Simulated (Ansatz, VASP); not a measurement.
**Two plane-wave programs on Be**

The input INCAR:

```
SYSTEM = Be
  PREC = Accurate
  ENCUT = 520
  EDIFF = 1E-6
  ISMEAR = 0
  SIGMA = 0.1
  LREAL = .FALSE.
  LASPH = .TRUE.
  NELM = 100
  ALGO = Normal
  ISIF = 2
  LWAVE = .FALSE.
  LCHARG = .FALSE.
  GGA = PE
  NBANDS = 7
```

File KPOINTS:

```
regular mesh
0
G
  30 30 30
  0 0 0
```

Contents of POSCAR:

```
Be
1.0
    0.0000000000      1.5463566978      1.5463566978
    1.5463566978      0.0000000000      1.5463566978
    1.5463566978      1.5463566978      0.0000000000
Be
1
Direct
    0.0000000000      0.0000000000      0.0000000000
```

Input for Ansatz:

```yaml
crystal:
  lattice:
    - [0.0, 1.5463566978, 1.5463566978]
    - [1.5463566978, 0.0, 1.5463566978]
    - [1.5463566978, 1.5463566978, 0.0]
  atoms:
    - { symbol: Be, position: [0.0, 0.0, 0.0] }
basis:
  ecutwfc: 420
kpoints:
  mp_grid: { grid: [30, 30, 30] }
hamiltonian:
  xc: pbe
scf:
  occupations: { method: gaussian, width: 0.1 }
output:
  forces: true
  stress: true
  eigenvalues: true
```

Alike in both runs: task single point; functional PBE; k mesh 30 × 30 × 30; occupations gaussian, width 0.1 eV; no spin polarisation.

|  | VASP | Ansatz |
| --- | --- | --- |
| version | VASP 6.6.1 | Ansatz 0.2.0 |
| potentials or method | VASP PAW PBE potentials, release 64 (Be) | scalar-relativistic, plane waves, PAW |
| plane-wave cutoff (eV) | 520 | 420 |
| valence electrons in the cell | 2 | 2 |

Ansatz gave:

| Property | Result |
| --- | --- |
| gap on the k mesh at the Fermi level (eV) | none |
| pressure (GPa) | 8.3 |

Problem. Which values does VASP return?

Solution. gap on the k mesh at the Fermi level (eV): none; pressure (GPa): 8.5.

A gap of «none» marks a metal or a gap that the smearing closes. With one functional, cell and mesh, what is left measures potentials, basis and numerics.
